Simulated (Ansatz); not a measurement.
# CdS: the cost of one run

Method: DFT PBE, scalar-relativistic, plane waves, PAW, in Ansatz 0.2.0.

6 further runs of the same task are left out: 6 set aside as unsound or not needed.

### 1 The structure to begin with

Symmetry: P6_3mc, No. 186, hexagonal system. Conventional cell: a = 4.197 Å, b = 4.197 Å, c = 6.828 Å, α = 90.00°, β = 90.00°, γ = 120.00°. Around Cd (site symmetry 3m) lie 4 S at 2.57 Å. S (site symmetry 3m) has 4 Cd at 2.57 Å as nearest neighbours.

Structure file:

```
Cd S
1.0
     4.19716    0.00000    0.00000
    -2.09858    3.63485    0.00000
     0.00000    0.00000    6.82773
Cd S
2 2
Direct
  0.33333 0.66667 0.00416
  0.66667 0.33333 0.50416
  0.33333 0.66667 0.38084
  0.66667 0.33333 0.88084
```

This cell was relaxed beforehand with the same method: volume 26.04 Å³/atom, gap on the mesh 1.11 eV.

### 2 The scan

Gamma surface: rigid slide across a plane, one fault a cell; the plane is (0 0 1) of the conventional cell, and the faces at the cut hold Cd and S.

The axes are (1) slide along a1: 12 values from 0.000 to 0.917, periodic; (2) slide along a2: 12 values from 0.000 to 0.917, periodic.

Nothing else is relaxed (rigid halves, spacing across the cut fixed). Energies count from the perfect crystal. Points are written as (first, second).

The two vectors of the plane (Å): (-2.099, -3.635, 0.000); (2.099, -3.635, 0.000).

### 3 Grid point (1/12, 1/12) of the map's two axes

Contents of input.yaml:

```yaml
crystal:
  lattice:
    - [-2.0985806452, -3.6348483013, 0.0]
    - [2.0985806452, -3.6348483013, 0.0]
    - [0.0, -0.6058080502, 13.655461743]
  atoms:
    - { symbol: Cd, position: [0.5911809788, 0.5911809788, 0.9058282541] }
    - { symbol: Cd, position: [0.6328476455, 0.6328476455, 0.4058282541] }
    - { symbol: Cd, position: [0.3203476455, 0.3203476455, 0.1558282541] }
    - { symbol: Cd, position: [0.2786809788, 0.2786809788, 0.6558282541] }
    - { symbol: S, position: [0.6588190212, 0.6588190212, 0.0941717459] }
    - { symbol: S, position: [0.6171523545, 0.6171523545, 0.5941717459] }
    - { symbol: S, position: [0.3046523545, 0.3046523545, 0.3441717459] }
    - { symbol: S, position: [0.2629856878, 0.2629856878, 0.8441717459] }
basis:
  ecutwfc: 420
kpoints:
  mp_grid: { grid: [7, 7, 2] }
hamiltonian:
  xc: pbe
scf:
  occupations: { method: gaussian, width: 0.05 }
output:
  forces: true
  stress: true
  eigenvalues: true
```

Started as:

```bash
$ ansatz run input.yaml --threads 2 --pin off --max-ram 4096MiB --backend cpu --events-out ev --progress --plain --runs-dir out
```

Q: Estimate wall time and peak memory on 2 threads of Arm Neoverse V2, shared host.

About 13 s, with a peak of 0.6 GiB.
